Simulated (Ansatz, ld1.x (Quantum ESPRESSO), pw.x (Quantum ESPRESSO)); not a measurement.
tantalum (fcc): variants of one TM potential in the solid

ld1.x (Quantum ESPRESSO) 7.5 input, shortened:

```
&input
   title='Ta', zed=73., rel=1, dft='PBE', iswitch=3,
   config='[Xe] 4f14 5d3 6s2 6p0'
 /
 &inputp
   pseudotype=2, tm=.true., lloc=1,
   nlcc=.true., new_core_ps=.true., rcore=1.90
 /
3
6S  1  0   2.00   0.00  2.30  2.30  0.0
5D  3  2   3.00   0.00  2.20  2.20  0.0
6P  2  1   0.00   0.00  3.90  3.90  0.0
 &test
   configts(1)='5d3 6s2 6p0'
 /
```

Crystal test: fcc Ta in pw.x 7.5, no spin, 13³ k-points, Fermi–Dirac smearing 0.01 Ry, cutoffs set for each file from its atomic test. The reference is all-electron LAPW (Ansatz 0.2.0) with the same functional, mesh and smearing; V0 and B0 come from Birch–Murnaghan fits to the pressures at five volumes. Errors are pseudo minus all-electron; Δ is the rms difference of the E(V) curves that follow from these fits, minima aligned, over ±6 % about the mean V0. Mesh and smearing are coarse, so the numbers serve the comparison and aren't converged zero-temperature values; the lattice is a test structure that the element need not adopt.

All-electron: a0 = 4.224 Å (V0 = 18.84 Å³/atom), B0 = 188.4 GPa.

Base: The largest radius (3.90 bohr) exceeds half the bond length (2.83 bohr), so the spheres overlap, which is one possible source of error among others. This is a poor potential for the solid. Atomic configuration tests: 1 of 7 tests not solved or not reliable.

A dash in a converged row means that the minimum lies outside the volumes sampled.

| change | cutoffs (Ry) | pw.x | a0 (Å) | a0 error (%) | B0 error (%) | Δ (meV/atom) | mean pressure error (GPa) |
| --- | --- | --- | --- | --- | --- | --- | --- |
| base | 50/200 | converged | – | – | – | – | +19.66 |
| all radii but the core radius scaled by about 0.75 (s 1.72, p 2.92, d 1.64 bohr) | 135/540 | converged; bound ghost | – | – | – | – | +17.74 |
| all radii but the core radius scaled by about 0.91 (s 2.08, p 3.54, d 2.00 bohr) | 60/240 | converged | – | – | – | – | +20.19 |
| all radii but the core radius scaled by about 1.07 (s 2.46, p 4.18, d 2.36 bohr) | 50/200 | converged | – | – | – | – | +18.30 |
| all radii but the core radius scaled by about 1.37 (s 3.16, p 5.36, d 3.02 bohr) | 50/200 | converged | 4.257 | +0.78 | +24.9 | 22.5 | +5.81 |

Q: Give the row for: all radii but the core radius scaled by about 1.17 (s 2.68, p 4.56, d 2.58 bohr).

A: pw.x: converged; mean pressure error (GPa): +15.14.
